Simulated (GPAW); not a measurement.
# Screening of a field by black arsenene monolayer, part 2 of 2

Wanted: the out-of-plane polarisability of black arsenene monolayer.

GPAW 26.7.0; GPAW, PAW setups; layer in a repeated cell with vacuum, relaxation of atoms and in-plane cell (the session's first sound run).

So far, dipole along the normal (e·Å): step 2 (relaxing the atoms) -9.5e-5; step 3 (plane waves, PBE) -2.9e-4; step 4 (field on) -0.0969; step 5 (In a field) -0.0485.

**8. Field on**

The input, run.py:

```python
import json
import numpy as np
from ase import Atoms
from gpaw import GPAW, PW
from gpaw.external import ConstantElectricField

slab = Atoms(
    ['As', 'As', 'As', 'As'],
    positions=[
        [0.33613, 0.00000, 9.00000],
        [2.03879, 1.84350, 9.00001],
        [4.41530, -0.00000, 11.40368],
        [2.71263, 1.84350, 11.40368]],
    cell=[[4.75142, 0.0, 0.0], [0.0, 3.687, 0.0], [0.0, 0.0, 20.4037]],
    pbc=[True, True, False])

slab.calc = GPAW(mode=PW(400), xc='PBE', kpts={'size': (6, 8, 1), 'gamma': True},
                 occupations={'name': 'fermi-dirac', 'width': 0.05}, nbands='160%',
                 convergence={'density': 1e-05}, maxiter=200,
                 poissonsolver={'dipolelayer': 'xy'},
                 external=ConstantElectricField(0.1, [0, 0, 1]),
                 symmetry={'tolerance': 1e-3}, txt='slab.txt')
result = {}
energy = slab.get_potential_energy()
fermi = slab.calc.get_fermi_level()
v = slab.calc.get_electrostatic_potential().mean((0, 1)) - fermi
n = slab.calc.get_pseudo_density().mean((0, 1))
L = slab.cell[2, 2]
z = np.arange(len(v)) * L / len(v)
low, high = slab.positions[:, 2].min(), slab.positions[:, 2].max()
below, above = np.interp([low - 6.8, high + 6.8], z, v)
slopes = [np.interp(x, z, np.gradient(v, z)) for x in (low - 6.8, high + 6.8)]
eps = np.array([[slab.calc.get_eigenvalues(k, s) for k in range(len(slab.calc.get_ibz_k_points()))]
                for s in range(slab.calc.get_number_of_spins())]) - fermi
top, bottom = eps[eps < 0].max(), eps[eps > 0].min()
dipole = slab.get_dipole_moment()[2]
print(f'energy {energy:.4f} eV, Fermi level {fermi:.4f} eV, dipole {dipole:.5f} e A')
print(f'potential 6.8 A off the faces, from the Fermi level: lower {below:.4f} eV, upper {above:.4f} eV')
print(f'slope of the potential there: lower {slopes[0]:.5f}, upper {slopes[1]:.5f} eV/A')
print(f'nearest levels on the mesh: {top:.4f} and {bottom:.4f} eV')
print('magnetic moment', round(slab.get_magnetic_moment(), 3))
result.update(energy=energy, fermi=fermi, dipole=dipole, below=below, above=above, slopes=slopes, edges=[top, bottom],
              z=z.tolist(), v=v.tolist(), n=n.tolist(), positions=slab.positions.tolist(),
              forces=slab.get_forces(apply_constraint=False).tolist(), moments=slab.get_magnetic_moments().tolist())
json.dump(result, open('result.json', 'w'))
```

Run with:

```sh
$ OMP_NUM_THREADS=1 OPENBLAS_NUM_THREADS=1 python run.py
```

Run time: 33 s. Hardware: 1 thread of Arm Neoverse V2, shared host; peak memory 0.26 GiB.

The dipole is now 0.0485 e Å, against -2.9e-4 in the run without a field.

**9. In a field**

Changes to run.py since step 8:

```diff
@@ -20,3 +20,3 @@
                  poissonsolver={'dipolelayer': 'xy'},
-                 external=ConstantElectricField(0.1, [0, 0, 1]),
+                 external=ConstantElectricField(0.2, [0, 0, 1]),
                  symmetry={'tolerance': 1e-3}, txt='slab.txt')
```

Elapsed: 33 s, on 1 thread; peak memory 0.26 GiB.

The dipole is now 0.0969 e Å, against -2.9e-4 in the run without a field.

**10. In a field**

Changes to run.py since step 9:

```diff
@@ -20,3 +20,3 @@
                  poissonsolver={'dipolelayer': 'xy'},
-                 external=ConstantElectricField(0.2, [0, 0, 1]),
+                 external=ConstantElectricField(0.3, [0, 0, 1]),
                  symmetry={'tolerance': 1e-3}, txt='slab.txt')
```

Wall time 36 s (1 thread); peak memory 0.26 GiB.

The dipole is now 0.145 e Å, against -2.9e-4 in the run without a field.

**11. The series**

The members are put on one axis.

This step: induced dipole against applied field (GPAW 26.7.0).

Table of dipole along the normal by field:

```
field (V/Å)  dipole along the normal (e·Å)
     -0.200                        -0.0969
     -0.100                        -0.0485
     -0.050                        -0.0242
      0.000                        -2.9e-4
      0.050                         0.0242
      0.100                         0.0485
      0.200                         0.0969
      0.300                          0.145
```

**12. A changed run**

One more run, with changed settings.

This step: GPAW, PAW setups; slab in vacuum (GPAW 26.7.0).

Changes to run.py since step 10:

```diff
@@ -4,3 +4,2 @@
 from gpaw import GPAW, PW
-from gpaw.external import ConstantElectricField
 
@@ -16,7 +15,6 @@
 
-slab.calc = GPAW(mode=PW(400), xc='PBE', kpts={'size': (6, 8, 1), 'gamma': True},
+slab.calc = GPAW(mode=PW(400), xc='PBE', kpts={'size': (1, 1, 1), 'gamma': True},
                  occupations={'name': 'fermi-dirac', 'width': 0.05}, nbands='160%',
-                 convergence={'density': 1e-05}, maxiter=200,
+                 convergence={'density': 1e-05}, maxiter=100,
                  poissonsolver={'dipolelayer': 'xy'},
-                 external=ConstantElectricField(0.3, [0, 0, 1]),
                  symmetry={'tolerance': 1e-3}, txt='slab.txt')
```

The job ended after 3.3 s (1 thread; peak memory 0.18 GiB).

The run finished. A setting was moved off its sound value on purpose, so it serves as a test and not as the result.

The fault put into the input: one k-point (kpts = [1, 1]).

The two runs compared:

```
                    quantity  this run  sound run  difference
    upper work function (eV)    4.4259     4.2364       0.189
    lower work function (eV)    4.4238     4.2344       0.189
upper ionisation energy (eV)    4.8457     4.6839       0.162
```

One result that differs is the lower work function, 4.42 eV against 4.23 eV.

**13. Results**

| Item | Value |
| --- | --- |
| work function, both faces (Fermi level placed in the gap by the smearing) | 4.24 eV |
| ionisation energy from the upper face (highest filled level on the mesh) | 4.68 eV |
| electron affinity from the upper face (lowest empty Kohn-Sham level on the mesh) | 3.83 eV |
| dipole along the normal | -2.9e-4 e Å |
| induced dipole per field | 0.485 e Å per V/Å |
| out-of-plane polarisability per area, α/(ε0 A) | 5.01 Å |

**Reading.** The field induces 0.485 e Å per V/Å, a polarisable thickness α/(ε0 A) of 5.01 Å beside 2.40 Å between the outermost nuclei. A perfect conductor would give the distance between its two image planes; a dielectric of thickness t gives t(1 - 1/ε). The levels nearest the Fermi level on the mesh lie 0.854 eV apart, so the slab is gapped there: the smearing puts the Fermi level inside the gap, and from either face the ionisation energy is the work function plus 0.45 eV. Both are Kohn-Sham levels on the mesh, and semilocal gaps are too small, so the affinity tends to come out too large and the ionisation energy too small. The induced dipole is linear in the field over this range. The small printed dipole stands for a step of 3.0 meV from the lower to the upper face, and the probes find 2.1 meV; values this small are near the numerical noise of both. The layer's cell and atoms come from the relaxation; spin-orbit coupling and temperature are left out.

[Logs are printed without paths, hosts, clocks, repeated set-up lines and the standing remarks that a program may print on its own settings, such as how far it seeks lower states.]

[Hosts, paths, dates, database ids (printed as entryN), source tags and the programs' standing remarks are cut or masked in the printed files.]
